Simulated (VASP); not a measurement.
# Te (Imma) in VASP: single point with PBE

Aim: the single point of Te with PBE.

Program: VASP 6.6.1. These are calculated values, not measurements. Logs are shortened: lines on timing, memory, paths and dates and some standing lists are left out, and cuts for length are marked.

**1. Starting point**

It takes space group Imma (No. 74, orthorhombic). The conventional cell has a = 5.916 Å, b = 7.752 Å, c = 3.070 Å, α = 90.00°, β = 90.00°, γ = 90.00°. Te (site symmetry mm2) has 4 Te at 2.96 to 3.07 Å as nearest neighbours.

This isn't the form of Te at room conditions, which is trigonal, of chains.

**2. Single point, PBE**

Contents of INCAR:

```
PREC = Accurate ; ENCUT = 520
EDIFF = 1E-6 ; ISMEAR = 0
SIGMA = 0.1 ; LREAL = False
LASPH = True ; NELM = 100
ALGO = Normal ; ISIF = 2
LWAVE = False ; LCHARG = False
GGA = PE ; NBANDS = 13
```

Contents of KPOINTS:

```
regular mesh
0
Gamma
  6 6 6
```

Contents of POSCAR:

```
Te
1.0
   -2.9577914636      3.8759656627      1.5351528885
    2.9577914636     -3.8759656627      1.5351528885
    2.9577914636      3.8759656627     -1.5351528885
Te
2
Direct
    0.9990709800      0.2490709800      0.7500000000
    0.0009290200      0.7509290200      0.2500000000
```

Potentials or basis: VASP PAW PBE potentials, release 64 (Te).

The run is started by

```bash
$ cat potpaw_PBE.64/Te/POTCAR > POTCAR
$ mpirun -np 1 vasp_std > vasp.out
```

OUTCAR:

```text
PREC = Accurate
   ENCUT = 520
   EDIFF = 1E-6
   ISMEAR = 0
   LREAL = False
   LASPH = True
   NELM = 100
   ISIF = 2
   GGA = PE

 ion  position               nearest neighbor table
   1  0.999  0.249  0.750-   2 2.96   2 2.96
   2  0.001  0.751  0.250-   1 2.96   1 2.96

  LATTYP: Found a body centered orthorhombic cell.
 ALAT       =     3.0703057770
 B/A-ratio  =     1.9267080730
 C/A-ratio  =     2.5248075887

  Lattice vectors:

 A1 = (   2.9577914636,  -3.8759656627,   1.5351528885)
 A2 = (  -2.9577914636,  -3.8759656627,  -1.5351528885)
 A3 = (   2.9577914636,   3.8759656627,  -1.5351528885)

Analysis of symmetry for initial positions (statically):
=====================================================================
 Subroutine PRICEL returns:
 Original cell was already a primitive cell.

 Routine SETGRP: Setting up the symmetry group for a
 body centered orthorhombic supercell.

 Subroutine GETGRP returns: Found  8 space group operations
 (whereof  4 operations were pure point group operations)
 out of a pool of  8 trial point group operations.

The static configuration has the point symmetry C_2h.
 The point group associated with its full space group is D_2h.

Analysis of symmetry for dynamics (positions and initial velocities):
=====================================================================
 Subroutine PRICEL returns:
 Original cell was already a primitive cell.

 Routine SETGRP: Setting up the symmetry group for a
 body centered orthorhombic supercell.

 Subroutine GETGRP returns: Found  8 space group operations
 (whereof  4 operations were pure point group operations)
 out of a pool of  8 trial point group operations.

The dynamic configuration has the point symmetry C_2h.
 The point group associated with its full space group is D_2h.

 Subroutine INISYM returns: Found  8 space group operations
 (whereof  4 operations are pure point group operations),
 and found     1 'primitive' translations

----------------------------------------------------------------------------------------

                                     Primitive cell

  volume of cell :      70.3978

  direct lattice vectors                    reciprocal lattice vectors
    -2.957791464  3.875965663  1.535152889     0.000000000  0.129000111  0.325700459
     2.957791464 -3.875965663  1.535152889     0.169045048  0.000000000  0.325700459
     2.957791464  3.875965663 -1.535152889     0.169045048  0.129000111  0.000000000

  length of vectors
     5.111588261  5.111588261  5.111588261     0.350316739  0.366956424  0.212643497

  position of ions in fractional coordinates (direct lattice)
     0.999070980  0.249070980  0.750000000
     0.000929020  0.750929020  0.250000000

  ion indices of the primitive-cell ions
   primitive index   ion index
                 1           1
                 2           2

----------------------------------------------------------------------------------------

 KPOINTS: regular mesh

Automatic generation of k-mesh.
 Grid dimensions read from file:
 generate k-points for:    6    6    6

 Generating k-lattice:

  Cartesian coordinates                     Fractional coordinates (reciprocal lattice)
     0.000000000  0.021500018  0.054283410     0.166666667  0.000000000 -0.000000000
     0.028174175  0.000000000  0.054283410     0.000000000  0.166666667  0.000000000
     0.028174175  0.021500018  0.000000000    -0.000000000  0.000000000  0.166666667

  Length of vectors
     0.058386123  0.061159404  0.035440583

  Shift w.r.t. Gamma in fractional coordinates (k-lattice)
     0.000000000  0.000000000  0.000000000

 Subroutine IBZKPT returns following result:
 ===========================================

 Found     46 irreducible k-points:

 Following reciprocal coordinates:
            Coordinates               Weight
  0.000000  0.000000  0.000000      1.000000
  0.166667  0.000000  0.000000      4.000000
  0.333333  0.000000 -0.000000      4.000000
  0.500000  0.000000  0.000000      2.000000
  0.000000  0.166667  0.000000      4.000000
  0.166667  0.166667 -0.000000      8.000000
[... 16 lines left out ...]
 -0.166667  0.166667  0.166667      2.000000
  0.166667  0.333333  0.166667      4.000000
 [... further k-points ...]
   k-points           NKPTS =     46   k-points in BZ     NKDIM =     46   number of bands    NBANDS=     13
   number of dos      NEDOS =    301   number of ions     NIONS =      2
   total plane-waves  NPLWV =  64000
   dimension x,y,z NGX =    40 NGY =   40 NGZ =   40
   dimension x,y,z NGXF=    80 NGYF=   80 NGZF=   80
   ions per type =               2
   NGX,Y,Z   is equivalent  to a cutoff of  13.01, 13.01, 13.01 a.u.
   NGXF,Y,Z  is equivalent  to a cutoff of  26.02, 26.02, 26.02 a.u.
 SYSTEM =  unknown system
   PREC   = accura    normal or accurate (medium, high low for compatibility)
   ISTART =      0    job   : 0-new  1-cont  2-samecut
   ICHARG =      2    charge: 1-file 2-atom 10-const
   ISPIN  =      1    spin polarized calculation?
   LNONCOLLINEAR =      F non collinear calculations
   LSORBIT =      F    spin-orbit coupling
   LASPH  =      T    aspherical Exc in radial PAW
   ENCUT  =  520.0 eV  38.22 Ry    6.18 a.u.   9.50  9.50  9.50*2*pi/ulx,y,z
   NELM   =    100;   NELMIN=  2; NELMDL= -5     # of ELM steps
   EDIFF  = 0.1E-05   stopping-criterion for ELM
   LREAL  =      F    real-space projection
   EDIFFG = 0.1E-04   stopping-criterion for IOM
   NSW    =      0    number of steps for IOM
   IBRION =     -1    ionic relax: 0-MD 1-quasi-New 2-CG
   NFREE  =      0    steps in history (QN), initial steepest desc. (CG)
   ISIF   =      2    stress and relaxation
   ISYM   =      2    0-nonsym 1-usesym 2-fastsym
   POTIM  = 0.5000    time-step for ionic-motion
   TEBEG  =    0.0;   TEEND  =   0.0 temperature during run
   PSTRESS=    0.0 pullay stress
   NELECT =      12.0000    total number of electrons
   NUPDOWN=      -1.0000    fix difference up-down
   EMIN   =  10.00;   EMAX   =-10.00  energy-range for DOS
   EFERMI =   0.00;   METHOD = LEGACY
   ISMEAR =     0;   SIGMA  =   0.10  broadening in eV -4-tet -1-fermi 0-gaus
   EFERMI_NEDOS =   21; number of points for ismear=-14 and -15
   IALGO  =     38    algorithm
   IMIX   =      4    mixing-type and parameters
     AMIX     =   0.40;   BMIX     =  1.00
     AMIX_MAG =   1.60;   BMIX_MAG =  1.00
  volume/ion in A,a.u.               =      35.20       237.53
  Fermi-wavevector in a.u.,A,eV,Ry     =   0.907714  1.715330 11.210440  0.823944
  Thomas-Fermi vector in A             =   2.031554
   LORBIT       =      0    0 simple, 1 ext, 2 COOP (PROOUT), +10 PAW based schemes
   GGA     = PE    functional components
   LHFCALC =     F    Hartree Fock is set to
   AEXX    =    0.0000 exact exchange contribution
   IVDW    =     0    specifies the selected vdW correction
   LEPSILON=     F    determine dielectric tensor
   LRPA    =     F    only Hartree local field effects (RPA)
 non-spin polarized calculation
 Gauss-broadening in eV      SIGMA  =   0.10
  energy-cutoff  :      520.00
  volume of cell :       70.40
 maximum number of plane-waves:      1931
 NGX is ok and might be reduce to    40
   NGX = 19   NGY = 19   NGZ = 19

 number of electron      11.9999999 magnetization

 Free energy of the ion-electron system (eV)
  ---------------------------------------------------
  ext. energy  EPLUGINS =         0.00000000
  ---------------------------------------------------
  free energy    TOTEN  =        -5.87186750 eV

  energy without entropy =       -5.85927258  energy(sigma->0) =       -5.86557004

 E-fermi :   5.2261     XC(G=0):  -8.8830

 val. band max:        5.2026587758   @ k =   0.0000   0.1667   0.0000
 cond. band min:       5.2451851880   @ k =   0.5000   0.3333  -0.0000
 fundamental gap:      0.0425264122
 Fermi energy:         5.2261157715

 k-point     1 :       0.0000    0.0000    0.0000
  band No.  band energies     occupation
      1      -8.1080      2.00000
      2      -5.0129      2.00000
      3      -0.3435      2.00000
      4       3.1190      2.00000
      5       3.5993      2.00000
      6       8.0193      0.00000
      7       8.2739      0.00000
      8       8.7622      0.00000
      9       9.1364      0.00000
     10       9.7790      0.00000
     11      12.8657      0.00000
     12      14.6258      0.00000
     13      15.7464      0.00000

 k-point     2 :       0.1667    0.0000    0.0000
  band No.  band energies     occupation
      1      -7.6988      2.00000
      2      -4.6556      2.00000
      3      -0.0463      2.00000
      4       3.5855      2.00000
      5       3.6523      2.00000
      6       5.0914      1.94316
      7       7.0315      0.00000
      8       8.8293      0.00000
      9       9.1383      0.00000
     10       9.9765      0.00000
     11      12.8277      0.00000
     12      13.7725      0.00000
     13      14.0493      0.00000

 k-point     3 :       0.3333    0.0000   -0.0000
  band No.  band energies     occupation
      1      -6.6042      2.00000
      2      -3.6740      2.00000
      3       0.6812      2.00000
      4       1.3531      2.00000
      5       3.4450      2.00000
      6       3.7954      2.00000
      7       5.0948      1.93662
      8       9.4741      0.00000
      9      10.0510      0.00000
     10      10.1718      0.00000
     11      10.7265      0.00000
     12      13.1586      0.00000
     13      14.3593      0.00000
[... 305 lines left out ...]
 k-point    23 :      -0.1667    0.1667    0.1667
  band No.  band energies     occupation
      1      -7.6699      2.00000
      2      -6.0485      2.00000
      3       1.7048      2.00000
      4       2.2207      2.00000
      5       4.0080      2.00000
      6       5.3564      0.06541
      7       8.4301      0.00000
      8       9.0985      0.00000
      9       9.5724      0.00000
     10      10.0499      0.00000
     11      13.8583      0.00000
     12      14.2995      0.00000
     13      17.5801      0.00000

 k-point    24 :       0.1667    0.3333    0.1667
  band No.  band energies     occupation
      1      -4.7493      2.00000
      2      -4.7482      2.00000
      3       0.4516      2.00000
      4       0.4525      2.00000
      5       4.7900      2.00000
      6       4.7971      2.00000
      7       5.3017      0.28518
      8       5.3026      0.27956
      9      10.4175      0.00000
     10      10.4265      0.00000
     11      11.5370      0.00000
     12      11.5394      0.00000
     13      15.5365      0.00000

 [... further k-points ...]

------------------------ aborting loop because EDIFF is reached ----------------------------------------

  FORCE on cell =-STRESS in cart. coord.  units (eV):
  Direction    XX          YY          ZZ          XY          YZ          ZX
  --------------------------------------------------------------------------------------
  -------------------------------------------------------------------------------------
  Total       -0.0223222      0.3583644      0.7745244      0.0000000      0.0000000      0.0000000
  in kB       -0.5080301      8.1559827     17.6273312      0.0000000      0.0000000      0.0000000
  external PRESSURE =       8.4250946 kB  Pullay stress =       0.0000000 kB

 VOLUME and BASIS-vectors are now :
 -----------------------------------------------------------------------------
  energy-cutoff  :      520.00
  volume of cell :       70.40
      direct lattice vectors                 reciprocal lattice vectors
    -2.957791464  3.875965663  1.535152889     0.000000000  0.129000111  0.325700459
     2.957791464 -3.875965663  1.535152889     0.169045048  0.000000000  0.325700459
     2.957791464  3.875965663 -1.535152889     0.169045048  0.129000111  0.000000000

 POSITION                                       TOTAL-FORCE (eV/Angst)
 -----------------------------------------------------------------------------------
      0.00000      5.81395      0.76472        -0.000000     -0.000000      0.003475
      2.95779     -1.93798      0.77043         0.000000      0.000000     -0.003475
 -----------------------------------------------------------------------------------
    total drift:                               -0.000000      0.000000     -0.000000

  FREE ENERGIE OF THE ION-ELECTRON SYSTEM (eV)
  ---------------------------------------------------
  free  energy   TOTEN  =        -5.8718675004 eV

  energy  without entropy=       -5.8592725822  energy(sigma->0) =       -5.86557004
```

It took 32 s on 1 thread of AMD EPYC 7R13 (Zen 3), shared host; peak memory 0.21 GiB.

What came out:

```yaml
Free_energy: -5.8719 eV
Pressure: 0.8 GPa
Largest_force: 0.003 eV/Å
Band_gap_on_the_k_mesh: none (metal or under the smearing width)
```

Forces in eV/Å, atoms in the order of the input:
```
Te   0.000  0.000  0.003
Te   0.000  0.000 -0.003
```

Stress tensor (GPa, compression positive):
```
-0.05  0.00  0.00
 0.00  0.82  0.00
 0.00  0.00  1.76
```

Levels at points of the mesh, in eV from the Fermi level:
```csv
k point,band 2,band 3,band 4,band 5,band 6,band 7,band 8,band 9,band 10,band 11
"(0.00, 0.00, 0.00)",-10.24,-5.57,-2.11,-1.63,2.79,3.05,3.54,3.91,4.55,7.64
"(0.50, 0.00, 0.00)",-8.09,-5.65,-4.07,-3.51,-1.26,0.96,3.08,4.00,5.42,7.14
"(0.00, 0.50, 0.00)",-9.98,-4.74,-4.73,-0.62,-0.61,0.07,0.08,6.18,6.21,6.31
"(0.50, 0.50, 0.00)",-12.17,-2.47,-2.47,-1.83,-1.83,3.49,3.49,7.22,7.22,8.54
"(0.50, 0.50, 0.50)",-10.65,-5.99,-4.58,0.52,2.44,3.87,4.87,7.27,7.40,7.42
```

Caveat: the k mesh is coarse (spacing up to 0.38 Å⁻¹), so the values aren't converged. Spin-orbit coupling is left out, which matters for the levels of Te.
